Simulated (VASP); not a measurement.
# SnO2 (Cassiterite) (P4_2/mnm) in VASP: a series of runs

One crystal, SnO2 (Cassiterite), is run at these levels: PBE; tasks: single point.

All numbers are computed with VASP 6.6.1; they aren't measurements. Logs are shortened: lines on timing, memory, paths and dates and some standing lists are left out, and cuts for length are marked.

## (1) Starting point

The structure is tetragonal, space group P4_2/mnm (No. 136). The conventional cell has a = 4.827 Å, b = 4.827 Å, c = 3.238 Å, α = 90.00°, β = 90.00°, γ = 90.00°. Sn (site symmetry mmm) has 6 O at 2.09 Å as nearest neighbours. Around O (site symmetry m2m) lie 3 Sn at 2.09 Å.

## (2) Single point, PBE

The input, INCAR:

```
ALGO = Fast
EDIFF = 1E-6
ENCUT = 520
GGA = PE
ISIF = 2
ISMEAR = 0
LASPH = T
LCHARG = F
LREAL = F
LWAVE = F
NBANDS = 35
NELM = 100
PREC = Accurate
SIGMA = 0.02
```

The input, KPOINTS:

```
k-points
0
Gamma
  6 6 8
```

The input, POSCAR:

```
SnO2
1.0
    4.8274195329      0.0000000000      0.0000000000
    0.0000000000      4.8274195329      0.0000000000
    0.0000000000      0.0000000000      3.2380692451
Sn O
2 4
Direct
    0.0000000000      0.0000000000      0.0000000000
    0.5000000000      0.5000000000      0.5000000000
    0.3065442699      0.3065442699      0.0000000000
    0.1934557301      0.8065442699      0.5000000000
    0.6934557301      0.6934557301      0.0000000000
    0.8065442699      0.1934557301      0.5000000000
```

Potentials or basis: VASP PAW PBE potentials, release 64 (Sn_d, O).

Launch:

```console
cat potpaw_PBE.64/Sn_d/POTCAR potpaw_PBE.64/O/POTCAR > POTCAR
mpirun -np 1 vasp_std > vasp.out
```

OUTCAR:

```text
EDIFF = 1E-6
   ENCUT = 520
   GGA = PE
   ISIF = 2
   ISMEAR = 0
   LASPH = T
   LREAL = F
   NELM = 100
   PREC = Accurate

 ion  position               nearest neighbor table
   1  0.000  0.000  0.000-   4 2.09   6 2.09   4 2.09   6 2.09   5 2.09   3 2.09
   2  0.500  0.500  0.500-   3 2.09   5 2.09   3 2.09   5 2.09   4 2.09   6 2.09
   3  0.307  0.307  0.000-   2 2.09   2 2.09   1 2.09
   4  0.193  0.807  0.500-   1 2.09   1 2.09   2 2.09
   5  0.693  0.693  0.000-   2 2.09   2 2.09   1 2.09
   6  0.807  0.193  0.500-   1 2.09   1 2.09   2 2.09

  LATTYP: Found a simple tetragonal cell.
 ALAT       =     4.8274195329
 C/A-ratio  =     0.6707660735

  Lattice vectors:

 A1 = (   4.8274195329,   0.0000000000,   0.0000000000)
 A2 = (   0.0000000000,   4.8274195329,   0.0000000000)
 A3 = (   0.0000000000,   0.0000000000,   3.2380692451)

Analysis of symmetry for initial positions (statically):
=====================================================================
 Subroutine PRICEL returns:
 Original cell was already a primitive cell.

 Routine SETGRP: Setting up the symmetry group for a
 simple tetragonal supercell.

 Subroutine GETGRP returns: Found 16 space group operations
 (whereof  8 operations were pure point group operations)
 out of a pool of 16 trial point group operations.

The static configuration has the point symmetry D_2h.
 The point group associated with its full space group is D_4h.

Analysis of symmetry for dynamics (positions and initial velocities):
=====================================================================
 Subroutine PRICEL returns:
 Original cell was already a primitive cell.

 Routine SETGRP: Setting up the symmetry group for a
 simple tetragonal supercell.

 Subroutine GETGRP returns: Found 16 space group operations
 (whereof  8 operations were pure point group operations)
 out of a pool of 16 trial point group operations.

The dynamic configuration has the point symmetry D_2h.
 The point group associated with its full space group is D_4h.

 Subroutine INISYM returns: Found 16 space group operations
 (whereof  8 operations are pure point group operations),
 and found     1 'primitive' translations

----------------------------------------------------------------------------------------

                                     Primitive cell

  volume of cell :      75.4599

  direct lattice vectors                    reciprocal lattice vectors
     4.827419533  0.000000000  0.000000000     0.207150009  0.000000000  0.000000000
     0.000000000  4.827419533  0.000000000     0.000000000  0.207150009  0.000000000
     0.000000000  0.000000000  3.238069245     0.000000000  0.000000000  0.308826008

  length of vectors
     4.827419533  4.827419533  3.238069245     0.207150009  0.207150009  0.308826008

  position of ions in fractional coordinates (direct lattice)
     0.000000000  0.000000000  0.000000000
     0.500000000  0.500000000  0.500000000
     0.306544270  0.306544270  0.000000000
     0.193455730  0.806544270  0.500000000
     0.693455730  0.693455730  0.000000000
     0.806544270  0.193455730  0.500000000

  ion indices of the primitive-cell ions
   primitive index   ion index
                 1           1
                 2           2
                 3           3
                 4           4
                 5           5
                 6           6

----------------------------------------------------------------------------------------

 KPOINTS: k-points

Automatic generation of k-mesh.
 Grid dimensions read from file:
 generate k-points for:    6    6    8

 Generating k-lattice:

  Cartesian coordinates                     Fractional coordinates (reciprocal lattice)
     0.034525002  0.000000000  0.000000000     0.166666667  0.000000000  0.000000000
     0.000000000  0.034525002  0.000000000     0.000000000  0.166666667  0.000000000
     0.000000000  0.000000000  0.038603251     0.000000000  0.000000000  0.125000000

  Length of vectors
     0.034525002  0.034525002  0.038603251

  Shift w.r.t. Gamma in fractional coordinates (k-lattice)
     0.000000000  0.000000000  0.000000000

 Subroutine IBZKPT returns following result:
 ===========================================

 Found     50 irreducible k-points:

 Following reciprocal coordinates:
            Coordinates               Weight
  0.000000  0.000000  0.000000      1.000000
  0.166667  0.000000  0.000000      4.000000
  0.333333  0.000000  0.000000      4.000000
  0.500000  0.000000  0.000000      2.000000
  0.166667  0.166667  0.000000      4.000000
  0.333333  0.166667  0.000000      8.000000
[... 16 lines left out ...]
  0.333333  0.000000  0.250000      8.000000
  0.500000  0.000000  0.250000      4.000000
 [... further k-points ...]
   k-points           NKPTS =     50   k-points in BZ     NKDIM =     50   number of bands    NBANDS=     35
   number of dos      NEDOS =    301   number of ions     NIONS =      6
   total plane-waves  NPLWV =  31104
   dimension x,y,z NGX =    36 NGY =   36 NGZ =   24
   dimension x,y,z NGXF=    72 NGYF=   72 NGZF=   48
   ions per type =               2   4
   NGX,Y,Z   is equivalent  to a cutoff of  12.40, 12.40, 12.32 a.u.
   NGXF,Y,Z  is equivalent  to a cutoff of  24.80, 24.80, 24.64 a.u.
 SYSTEM =  unknown system
   PREC   = accura    normal or accurate (medium, high low for compatibility)
   ISTART =      0    job   : 0-new  1-cont  2-samecut
   ICHARG =      2    charge: 1-file 2-atom 10-const
   ISPIN  =      1    spin polarized calculation?
   LNONCOLLINEAR =      F non collinear calculations
   LSORBIT =      F    spin-orbit coupling
   LASPH  =      T    aspherical Exc in radial PAW
   ENCUT  =  520.0 eV  38.22 Ry    6.18 a.u.   8.98  8.98  6.02*2*pi/ulx,y,z
   NELM   =    100;   NELMIN=  2; NELMDL= -5     # of ELM steps
   EDIFF  = 0.1E-05   stopping-criterion for ELM
   LREAL  =      F    real-space projection
   EDIFFG = 0.1E-04   stopping-criterion for IOM
   NSW    =      0    number of steps for IOM
   IBRION =     -1    ionic relax: 0-MD 1-quasi-New 2-CG
   NFREE  =      0    steps in history (QN), initial steepest desc. (CG)
   ISIF   =      2    stress and relaxation
   ISYM   =      2    0-nonsym 1-usesym 2-fastsym
   POTIM  = 0.5000    time-step for ionic-motion
   TEBEG  =    0.0;   TEEND  =   0.0 temperature during run
   PSTRESS=    0.0 pullay stress
   NELECT =      52.0000    total number of electrons
   NUPDOWN=      -1.0000    fix difference up-down
   EMIN   =  10.00;   EMAX   =-10.00  energy-range for DOS
   EFERMI =   0.00;   METHOD = LEGACY
   ISMEAR =     0;   SIGMA  =   0.02  broadening in eV -4-tet -1-fermi 0-gaus
   EFERMI_NEDOS =   21; number of points for ismear=-14 and -15
   IALGO  =     68    algorithm
   IMIX   =      4    mixing-type and parameters
     AMIX     =   0.40;   BMIX     =  1.00
     AMIX_MAG =   1.60;   BMIX_MAG =  1.00
  volume/ion in A,a.u.               =      12.58        84.87
  Fermi-wavevector in a.u.,A,eV,Ry     =   1.446007  2.732558 28.448934  2.090938
  Thomas-Fermi vector in A             =   2.564125
   LORBIT       =      0    0 simple, 1 ext, 2 COOP (PROOUT), +10 PAW based schemes
   GGA     = PE    functional components
   LHFCALC =     F    Hartree Fock is set to
   AEXX    =    0.0000 exact exchange contribution
   IVDW    =     0    specifies the selected vdW correction
   LEPSILON=     F    determine dielectric tensor
   LRPA    =     F    only Hartree local field effects (RPA)
 non-spin polarized calculation
 RMM-DIIS sequential band-by-band and
 Gauss-broadening in eV      SIGMA  =   0.02
  energy-cutoff  :      520.00
  volume of cell :       75.46
 maximum number of plane-waves:      2068
 NGX is ok and might be reduce to    36
   NGX = 17   NGY = 17   NGZ = 13

 number of electron      52.0000002 magnetization

 Free energy of the ion-electron system (eV)
  ---------------------------------------------------
  ext. energy  EPLUGINS =         0.00000000
  ---------------------------------------------------
  free energy    TOTEN  =       -37.31099172 eV

  energy without entropy =      -37.31099172  energy(sigma->0) =      -37.31099172

 E-fermi :   5.6689     XC(G=0): -10.9761

 val. band max:        5.5318366301   @ k =   0.0000   0.0000   0.0000
 cond. band min:       6.2003113147   @ k =   0.0000   0.0000   0.0000
 fundamental gap:      0.6684746846
 Fermi energy:         5.6688909737

 k-point     1 :       0.0000    0.0000    0.0000
  band No.  band energies     occupation
      1     -15.5040      2.00000
      2     -14.8394      2.00000
      3     -14.6465      2.00000
      4     -14.6191      2.00000
      5     -14.6191      2.00000
      6     -14.5536      2.00000
[... 27 lines left out ...]
     34      17.0486      0.00000
     35      17.8070      0.00000

 k-point     2 :       0.1667    0.0000    0.0000
  band No.  band energies     occupation
      1     -15.4666      2.00000
      2     -14.8813      2.00000
      3     -14.6457      2.00000
      4     -14.6177      2.00000
      5     -14.6176      2.00000
      6     -14.5821      2.00000
[... 27 lines left out ...]
     34      17.1191      0.00000
     35      17.7900      0.00000

 k-point     3 :       0.3333    0.0000    0.0000
  band No.  band energies     occupation
      1     -15.3586      2.00000
      2     -15.0146      2.00000
      3     -14.6430      2.00000
      4     -14.6200      2.00000
      5     -14.6146      2.00000
      6     -14.6145      2.00000
[... 27 lines left out ...]
     34      17.4787      0.00000
     35      17.7722      0.00000

 k-point     4 :       0.5000    0.0000    0.0000
  band No.  band energies     occupation
      1     -15.1957      2.00000
      2     -15.1957      2.00000
      3     -14.6367      2.00000
      4     -14.6367      2.00000
      5     -14.6130      2.00000
      6     -14.6130      2.00000
[... 27 lines left out ...]
     34      17.6877      0.00000
     35      17.7277      0.00000

 k-point     5 :       0.1667    0.1667    0.0000
  band No.  band energies     occupation
      1     -15.4370      2.00000
      2     -14.9274      2.00000
      3     -14.6442      2.00000
      4     -14.6196      2.00000
      5     -14.6143      2.00000
      6     -14.5981      2.00000
[... 638 lines left out ...]
 k-point    22 :       0.1667    0.0000    0.2500
  band No.  band energies     occupation
      1     -15.2727      2.00000
      2     -15.0451      2.00000
      3     -14.9533      2.00000
      4     -14.6552      2.00000
      5     -14.5568      2.00000
      6     -14.5500      2.00000
[... 27 lines left out ...]
     34      17.3970      0.00000
     35      17.6204      0.00000

 k-point    23 :       0.3333    0.0000    0.2500
  band No.  band energies     occupation
      1     -15.2634      2.00000
      2     -15.1414      2.00000
      3     -14.8603      2.00000
      4     -14.6784      2.00000
      5     -14.5536      2.00000
      6     -14.5468      2.00000
[... 27 lines left out ...]
     34      17.4195      0.00000
     35      17.7569      0.00000

 k-point    24 :       0.5000    0.0000    0.2500
  band No.  band energies     occupation
      1     -15.2206      2.00000
      2     -15.2206      2.00000
      3     -14.7558      2.00000
      4     -14.7558      2.00000
      5     -14.5492      2.00000
      6     -14.5492      2.00000
[... 27 lines left out ...]
     34      17.5459      0.00000
     35      17.8337      0.00000

 [... further k-points ...]
[... 5 lines left out ...]
  --------------------------------------------------------------------------------------
  -------------------------------------------------------------------------------------
  Total        0.2263781      0.2263781      0.3641429     -0.0000000      0.0000000      0.0000000
  in kB        4.8064981      4.8064981      7.7315432     -0.0000000      0.0000000      0.0000000
  external PRESSURE =       5.7815131 kB  Pullay stress =       0.0000000 kB

 VOLUME and BASIS-vectors are now :
 -----------------------------------------------------------------------------
  energy-cutoff  :      520.00
  volume of cell :       75.46
      direct lattice vectors                 reciprocal lattice vectors
     4.827419533  0.000000000  0.000000000     0.207150009  0.000000000  0.000000000
     0.000000000  4.827419533  0.000000000     0.000000000  0.207150009  0.000000000
     0.000000000  0.000000000  3.238069245     0.000000000  0.000000000  0.308826008

 POSITION                                       TOTAL-FORCE (eV/Angst)
 -----------------------------------------------------------------------------------
      0.00000      0.00000      0.00000        -0.000000     -0.000000      0.000000
      2.41371      2.41371      1.61903        -0.000000     -0.000000      0.000000
      1.47982      1.47982      0.00000        -0.008538     -0.008538      0.000000
      0.93389      3.89353      1.61903         0.008538     -0.008538      0.000000
      3.34760      3.34760      0.00000         0.008538      0.008538      0.000000
      3.89353      0.93389      1.61903        -0.008538      0.008538      0.000000
 -----------------------------------------------------------------------------------
    total drift:                                0.000000      0.000000      0.000000

  FREE ENERGIE OF THE ION-ELECTRON SYSTEM (eV)
  ---------------------------------------------------
  free  energy   TOTEN  =       -37.3109917249 eV

  energy  without entropy=      -37.3109917249  energy(sigma->0) =      -37.31099172
```

Wall time 47 s (1 thread of Intel Xeon 6975P-C (Granite Rapids), shared host); peak memory 0.23 GiB.

Results:

```yaml
Free_energy: -37.3110 eV
Pressure: 0.6 GPa
Largest_force: 0.012 eV/Å
Band_gap_on_the_k_mesh: 0.67 eV, direct
```

Forces on the atoms (eV/Å):
```
Sn   0.000  0.000  0.000
Sn   0.000  0.000  0.000
O   -0.009 -0.009  0.000
O    0.009 -0.009  0.000
O    0.009  0.009  0.000
O   -0.009  0.009  0.000
```

Stress tensor (GPa, compression positive):
```
0.48 0.00 0.00
0.00 0.48 0.00
0.00 0.00 0.77
```

Caveat: spin-orbit coupling is left out, which moves the levels of the heavy elements. As with any semilocal functional, this PBE gap is likely too small.

## (3) Single point, PBE

This run uses another cell than the first one, of 12.95 Å³/atom, 1.030 times its volume.

The input, INCAR:

```
  ALGO = Fast
  EDIFF = 1E-6
  ENCUT = 520
  GGA = PE
  ISIF = 2
  ISMEAR = 0
  LASPH = True
  LCHARG = False
  LREAL = False
  LWAVE = False
  NBANDS = 35
  NELM = 100
  PREC = Accurate
  SIGMA = 0.02
```

KPOINTS is that of step 2.

The input, POSCAR:

```
SnO2
1.0
    4.8878334674      0.0000000000      0.0000000000
    0.0000000000      4.8878334674      0.0000000000
    0.0000000000      0.0000000000      3.2532739958
Sn O
2 4
Direct
    0.0000000000      0.0000000000      0.0000000000
    0.5000000000      0.5000000000      0.5000000000
    0.3073373835      0.3073373835      0.0000000000
    0.1926626165      0.8073373835      0.5000000000
    0.6926626165      0.6926626165      0.0000000000
    0.8073373835      0.1926626165      0.5000000000
```

Potentials or basis: VASP PAW PBE potentials, release 64 (Sn_d, O).

Launch:

```console
cat potpaw_PBE.64/Sn_d/POTCAR potpaw_PBE.64/O/POTCAR > POTCAR
mpirun -np 1 vasp_std > vasp.out
```

Wall time 47 s (1 thread of Intel Xeon 6975P-C (Granite Rapids), shared host); peak memory 0.24 GiB.

It converged, with:

```
Free energy            : -37.2880 eV
Pressure               : -4.0 GPa
Largest force          : 0.018 eV/Å
Band gap on the k mesh : 0.41 eV, direct
```

Forces on the atoms (eV/Å):
```
Sn   0.000  0.000  0.000
Sn   0.000  0.000  0.000
O   -0.013 -0.013  0.000
O    0.013 -0.013  0.000
O    0.013  0.013  0.000
O   -0.013  0.013  0.000
```

Stress tensor (GPa, compression positive):
```
-4.10  0.00  0.00
 0.00 -4.10  0.00
 0.00  0.00 -3.88
```

Levels at points of the mesh, in eV from the valence-band top:
| k point | band 23 | band 24 | band 25 | band 26 | band 27 | band 28 | band 29 | band 30 |
| --- | --- | --- | --- | --- | --- | --- | --- | --- |
| (0.00, 0.00, 0.00) | -1.25 | -0.72 | -0.72 | 0.00 | 0.41 | 5.45 | 5.96 | 5.96 |
| (0.50, 0.00, 0.00) | -1.20 | -1.20 | -0.60 | -0.60 | 3.60 | 3.60 | 6.68 | 6.68 |
| (0.50, 0.50, 0.00) | -1.31 | -1.31 | -0.84 | -0.84 | 3.98 | 3.98 | 6.97 | 6.97 |
| (0.00, 0.00, 0.50) | -1.45 | -1.45 | -1.14 | -1.14 | 5.29 | 5.29 | 9.14 | 9.14 |
| (0.50, 0.00, 0.50) | -0.98 | -0.98 | -0.78 | -0.78 | 5.53 | 5.53 | 7.33 | 7.33 |
| (0.50, 0.50, 0.50) | -0.90 | -0.90 | -0.76 | -0.76 | 4.11 | 4.11 | 8.42 | 8.42 |

Caveat: spin-orbit coupling is left out, which moves the levels of the heavy elements. As with any semilocal functional, this PBE gap is likely too small.
